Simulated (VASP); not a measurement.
VASP 6.6.1, PBE single-point calculation, KI (database structure)

INCAR

```
LWAVE = .FALSE.
NELM = 120
SIGMA = 0.02
LCHARG = .FALSE.
ISMEAR = -1
EDIFF = 1E-7
LASPH = .TRUE.
NBANDS = 24
IBRION = -1
LREAL = .FALSE.
ENCUT = 520
PREC = Accurate
GGA = PE
NSW = 0
ISIF = 2
```

KPOINTS

```
KPOINTS created by Atomic Simulation Environment
0
Gamma
6 6 4
0 0 0
```

KPOINTS_OPT

```
special points
6
Reciprocal
0.0000000000 0.0000000000 0.0000000000 1
0.0000260029 0.4999934990 0.0000000000 1
-0.3332943289 0.6666406635 0.0000000000 1
0.0000000000 0.0000000000 0.5000000000 1
0.0000260029 0.4999934990 0.5000000000 1
-0.3332943289 0.6666406635 0.5000000000 1
```

POSCAR

```
K  I
 1.0000000000000000
     2.4498407207906765   -4.2428072698301591    0.0000000000000000
     2.4498407207906765    4.2428072698301591    0.0000000000000000
     0.0000000000000000    0.0000000000000000    8.5908180128989233
 K   I
   2   2
Cartesian
  2.4498407207906765  0.0000000000000000  4.2954090064494617
  2.4498407207906765  0.0000000000000000 -0.0000000000000000
  2.4498407207906765 -2.8290814211442488  2.1477045032247308
  2.4498407207906765  2.8290814211442483  6.4431135096741929
```

VASP ran with the recommended PBE PAW datasets (32 valence electrons in the cell).

Command

```
mpirun -np 1 vasp_std
```

From OUTCAR

```
k-points           NKPTS =     39   k-points in BZ     NKDIM =     39   number of bands    NBANDS=     24

   NELECT =      32.0000    total number of electrons

   dimension x,y,z NGX =    36 NGY =   36 NGZ =   64
   dimension x,y,z NGXF=    72 NGYF=   72 NGZF=  128

  energy-cutoff  :      520.00
  volume of cell :      178.59
      direct lattice vectors                 reciprocal lattice vectors
     2.449840721 -4.242807270  0.000000000     0.204094901 -0.117846503  0.000000000
     2.449840721  4.242807270  0.000000000     0.204094901  0.117846503  0.000000000
     0.000000000  0.000000000  8.590818013     0.000000000  0.000000000  0.116403350

 k-points in reciprocal lattice and weights: KPOINTS created by Atomic Simulation Env
   0.00000000  0.00000000  0.00000000       0.007
   0.16666667 -0.00000000  0.00000000       0.028
   0.33333333 -0.00000000  0.00000000       0.028
   0.50000000  0.00000000  0.00000000       0.014
   0.16666667  0.16666667  0.00000000       0.014
   0.33333333  0.16666667  0.00000000       0.028
   0.50000000  0.16666667  0.00000000       0.028
  -0.33333333  0.16666667  0.00000000       0.028
   ...

 E-fermi :   0.0534

 k-point     1 :       0.0000    0.0000    0.0000
  band No.  band energies     occupation
      1     -29.0586      2.00000
      2     -29.0538      2.00000
      3     -12.7142      2.00000
      4     -12.5458      2.00000
      5     -12.5458      2.00000
      6     -12.5333      2.00000
      7     -12.5333      2.00000
      8     -12.5216      2.00000
      9     -10.9556      2.00000
     10     -10.7119      2.00000
     11      -1.7872      2.00000
     12      -0.6737      2.00000
     13      -0.6732      2.00000
     14      -0.5974      2.00000
     15      -0.4034      2.00000
     16      -0.4030      2.00000
     17       3.4514      0.00000
     18       5.1314      0.00000
     19       5.2819      0.00000
     20       6.2983      0.00000
     21       6.2991      0.00000
     22       6.4855      0.00000
     23       6.4857      0.00000
     24       7.2616      0.00000

 k-point     2 :       0.1667   -0.0000    0.0000
  band No.  band energies     occupation
      1     -29.0582      2.00000
      2     -29.0534      2.00000
      3     -12.6925      2.00000
      4     -12.5774      2.00000
      5     -12.5487      2.00000
      6     -12.5441      2.00000
      7     -12.5355      2.00000
      8     -12.5197      2.00000
      9     -10.8959      2.00000
     10     -10.7291      2.00000
     11      -1.6533      2.00000
     12      -0.8695      2.00000
     13      -0.8046      2.00000
     14      -0.7045      2.00000
     15      -0.6648      2.00000
     16      -0.4868      2.00000
     17       4.0109      0.00000
     18       5.2341      0.00000
     19       5.5733      0.00000
     20       6.4021      0.00000
     21       6.5060      0.00000
     22       6.6755      0.00000
     23       6.6894      0.00000
     24       6.9298      0.00000

 k-point     3 :       0.3333   -0.0000    0.0000
  band No.  band energies     occupation
      1     -29.0573      2.00000
      2     -29.0526      2.00000
      3     -12.6621      2.00000
      4     -12.6202      2.00000
      5     -12.5654      2.00000
      6     -12.5546      2.00000
      7     -12.5400      2.00000
      8     -12.5158      2.00000
      9     -10.8104      2.00000
     10     -10.7348      2.00000
     11      -1.4438      2.00000
     12      -1.3390      2.00000
     13      -1.1809      2.00000
     14      -0.8221      2.00000
     15      -0.7581      2.00000
     16      -0.6489      2.00000
     17       4.8673      0.00000
     18       4.9516      0.00000
     19       5.7468      0.00000
     20       6.5667      0.00000
     21       6.8155      0.00000
     22       6.8896      0.00000
     23       7.1910      0.00000
     24       7.6716      0.00000

 k-point     4 :       0.5000    0.0000    0.0000
  band No.  band energies     occupation
      1     -29.0569      2.00000
      2     -29.0523      2.00000
      3     -12.6762      2.00000
      4     -12.6090      2.00000
      5     -12.5759      2.00000
      6     -12.5575      2.00000
      7     -12.5422      2.00000
      8     -12.5139      2.00000
      9     -10.8142      2.00000
     10     -10.6934      2.00000
     11      -1.7043      2.00000
     12      -1.3231      2.00000
     13      -1.0700      2.00000
     14      -0.9984      2.00000
     15      -0.7635      2.00000
     16      -0.7451      2.00000
     17       4.6777      0.00000
     18       5.3599      0.00000
     19       5.4035      0.00000
     20       6.5678      0.00000
     21       7.1704      0.00000
     22       7.7065      0.00000
     23       7.7135      0.00000
     24       7.8044      0.00000

 k-point     5 :       0.1667    0.1667    0.0000
  band No.  band energies     occupation
      1     -29.0575      2.00000
      2     -29.0528      2.00000
      3     -12.6601      2.00000
      4     -12.6158      2.00000
      5     -12.5579      2.00000
      6     -12.5579      2.00000
      7     -12.5410      2.00000
      8     -12.5168      2.00000
      9     -10.8119      2.00000
     10     -10.7521      2.00000
     11      -1.4302      2.00000
     12      -1.2378      2.00000
     13      -1.0833      2.00000
     14      -0.8169      2.00000
     15      -0.7723      2.00000
     16      -0.6529      2.00000
     17       4.7499      0.00000
     18       5.5323      0.00000
     19       5.6091      0.00000
     20       6.2762      0.00000
     21       6.3433      0.00000
     22       6.9074      0.00000
     23       6.9870      0.00000
     24       7.4524      0.00000

 k-point     6 :       0.3333    0.1667    0.0000
  band No.  band energies     occupation
      1     -29.0569      2.00000
      2     -29.0523      2.00000
      3     -12.6543      2.00000
      4     -12.6166      2.00000
      5     -12.5741      2.00000
      6     -12.5702      2.00000
      7     -12.5479      2.00000
      8     -12.5139      2.00000
      9     -10.7843      2.00000
     10     -10.7214      2.00000
     11      -1.5703      2.00000
     12      -1.2667      2.00000
     13      -1.1419      2.00000
     14      -0.9504      2.00000
     15      -0.9218      2.00000
     16      -0.8332      2.00000
     17       5.2002      0.00000
     18       5.5003      0.00000
     19       5.6408      0.00000
     20       6.4077      0.00000
     21       6.5603      0.00000
     22       7.0021      0.00000
     23       7.3232      0.00000
     24       7.9742      0.00000

 k-point     7 :       0.5000    0.1667    0.0000
  band No.  band energies     occupation
      1     -29.0569      2.00000
      2     -29.0523      2.00000
      3     -12.6543      2.00000
      4     -12.6166      2.00000
      5     -12.5741      2.00000
      6     -12.5702      2.00000
      7     -12.5479      2.00000
      8     -12.5139      2.00000
      9     -10.7843      2.00000
     10     -10.7214      2.00000
     11      -1.5703      2.00000
     12      -1.2668      2.00000
     13      -1.1418      2.00000
     14      -0.9505      2.00000
     15      -0.9219      2.00000
     16      -0.8332      2.00000
     17       5.2002      0.00000
     18       5.5005      0.00000
     19       5.6408      0.00000
     20       6.4075      0.00000
     21       6.5612      0.00000
     22       7.0012      0.00000
     23       7.3229      0.00000
     24       7.9742      0.00000

 k-point     8 :      -0.3333    0.1667    0.0000
  band No.  band energies     occupation
      1     -29.0575      2.00000
      2     -29.0528      2.00000
      3     -12.6601      2.00000
      4     -12.6158      2.00000
      5     -12.5579      2.00000
      6     -12.5579      2.00000
      7     -12.5410      2.00000
      8     -12.5168      2.00000
      9     -10.8120      2.00000
     10     -10.7520      2.00000
     11      -1.4302      2.00000
     12      -1.2376      2.00000
     13      -1.0833      2.00000
     14      -0.8172      2.00000
     15      -0.7724      2.00000
     16      -0.6530      2.00000
     17       4.7502      0.00000
     18       5.5319      0.00000
     19       5.6090      0.00000
     20       6.2769      0.00000
     21       6.3433      0.00000
     22       6.9077      0.00000
     23       6.9862      0.00000
     24       7.4509      0.00000

 ...

  Total        0.5271913      0.5259780      0.5299131      0.0000000      0.0000000      0.0000000
  in kB        4.7295861      4.7187011      4.7540041      0.0000000      0.0000000      0.0000000
  external PRESSURE =       4.7340971 kB  Pullay stress =       0.0000000 kB

 POSITION                                       TOTAL-FORCE (eV/Angst)
 -----------------------------------------------------------------------------------
      2.44984      0.00000      4.29541         0.000000      0.000000      0.000000
      2.44984      0.00000      0.00000         0.000000      0.000000      0.000000
      2.44984     -2.82908      2.14770         0.000000      0.000465      0.000000
      2.44984      2.82908      6.44311         0.000000     -0.000465      0.000000
 -----------------------------------------------------------------------------------
    total drift:                                0.000000      0.000000      0.000000

  FREE ENERGIE OF THE ION-ELECTRON SYSTEM (eV)
  ---------------------------------------------------
  free  energy   TOTEN  =       -11.0438740219 eV

  energy  without entropy=      -11.0438740219  energy(sigma->0) =      -11.04387402
```

| Property | Result |
| --- | --- |
| gap between bands v and c | 3.85 eV |
| least direct gap | 3.85 eV |
| pressure | 0.5 GPa |

Band v is the last that the valence electrons fill when counted band by band, and c is the next.

The run took about 2.6 min on one core of a shared host (Intel Xeon Platinum 8488C) and held 0.44 GiB at most.
